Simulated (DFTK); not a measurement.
The system is LiCl.

```
Cl Li
1.0
     0.00000    2.56477    2.56477
     2.56477    0.00000    2.56477
     2.56477    2.56477    0.00000
Cl Li
1 1
Direct
  0.50000 0.50000 0.50000
  0.00000 0.00000 0.00000
```

| Item | Value |
| --- | --- |
| Program | DFTK 0.8.2 |
| Task | single point |
| Functional | PBE |
| Potentials or basis | dojo.nc.sr.pbe.v0_4_1.standard.upf (PBE) |
| Cutoff | 1007 eV |
| k mesh | 9 × 9 × 9 |
| Occupations | fermi-dirac, width 0.05 eV |
| Spin | no spin polarisation |

On this cell: pressure 0.4 GPa; largest force zero by symmetry; band gap on the k mesh 6.33 eV, direct.

The same run follows on a disturbed copy (atoms moved at random, drawn with an rms of 0.05 Å):

```
CELL_PARAMETERS angstrom
0.00000 2.56477 2.56477
2.56477 0.00000 2.56477
2.56477 2.56477 0.00000
ATOMIC_POSITIONS crystal
Cl 0.49436 0.52009 0.48159
Li 0.00738 0.97728 0.00359
```

Problem. What changes?

Solution. The energy moves by +2.8 meV/atom; pressure 0.6 GPa; largest force 0.088 eV/Å; band gap on the k mesh 6.31 eV, direct.

Forces on the atoms (eV/Å):
```
Cl  -0.034  0.062 -0.051
Li   0.034 -0.062  0.051
```

Stress tensor (GPa, compression positive):
```
 0.46  0.01 -0.01
 0.01  0.68  0.01
-0.01  0.01  0.59
```

Caveats: an odd mesh through Γ misses points on the zone boundary, where band edges often lie.
